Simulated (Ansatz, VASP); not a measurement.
**Nb: VASP beside Ansatz**

```
CELL_PARAMETERS angstrom
2.68004 0.00000 0.00000
0.00000 2.68004 0.00000
0.00000 0.00000 2.68004
ATOMIC_POSITIONS crystal
Nb 0.00000 0.00000 0.00000
```

Change from the starting cell: volume scaled by 0.96, PAW files.

Alike in both runs: task electric field gradients; functional PBE; k mesh 13 × 13 × 13; occupations fermi-dirac, width 0.03 eV; no spin polarisation.

|  | VASP | Ansatz |
| --- | --- | --- |
| version | VASP 6.6.1 | Ansatz 0.2.0 |
| potentials or method | VASP PAW PBE potentials, release 64 (Nb_sv) | PAW with Ansatz's default frozen-core files, scalar-relativistic |
| plane-wave cutoff (eV) | 520 | 420 |
| valence electrons in the cell | 13 | 13 |

```csv
,VASP,Ansatz,Ansatz less VASP
pressure (GPa),5.7,5.9,+0.22
Vzz of the field gradient on the site that differs most (V/Å²),0.0,0.0,0.00
```

Ansatz warned: «gradients_without_spin_orbit».
